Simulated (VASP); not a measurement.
Hf2N, 3 atoms in the cell. The structure is hexagonal, space group P-6m2 (No. 187). Conventional cell: a = 3.080 Å, b = 3.080 Å, c = 5.882 Å, α = 90.00°, β = 90.00°, γ = 120.00°. Hf (site symmetry 3m) is surrounded by 3 N at 2.30 Å. N (site symmetry -6m2) is surrounded by 6 Hf at 2.30 Å. The cell was built by a generator and needn't be a form met in nature.

| Quantity | Value |
| --- | --- |
| Program | VASP 6.6.1 |
| Task | relaxation of cell and atoms |
| Functional | PBE |
| Potentials or basis | VASP PAW PBE potentials, release 64 (Hf_pv, N) |
| Cutoff | 600 eV |
| k mesh | 10 × 10 × 5 |
| Occupations | gaussian, width 0.05 eV |
| Spin | no spin polarisation |
| Further INCAR settings | ALGO = Fast; EDIFF = 1e-06; IBRION = 2; EDIFFG = -0.01; NSW = 40; ISIF = 3 |

Potentials or basis: VASP PAW PBE potentials, release 64 (Hf_pv, N).

Run with:

```console
$ cat potpaw_PBE.64/Hf_pv/POTCAR potpaw_PBE.64/N/POTCAR > POTCAR
$ mpirun -np 1 vasp_std > vasp.out
```

Hardware: 1 thread of AMD EPYC 7R43 64-Core Processor (Zen 3), on a shared host.

Task: How long does it take, and how much memory?

Result: Run time: 6.5 min on 1 thread of AMD EPYC 7R43 64-Core Processor (Zen 3), with other jobs on the host, peak memory 0.24 GiB. Counts: scf iterations 46, k points 93, ion steps 6.
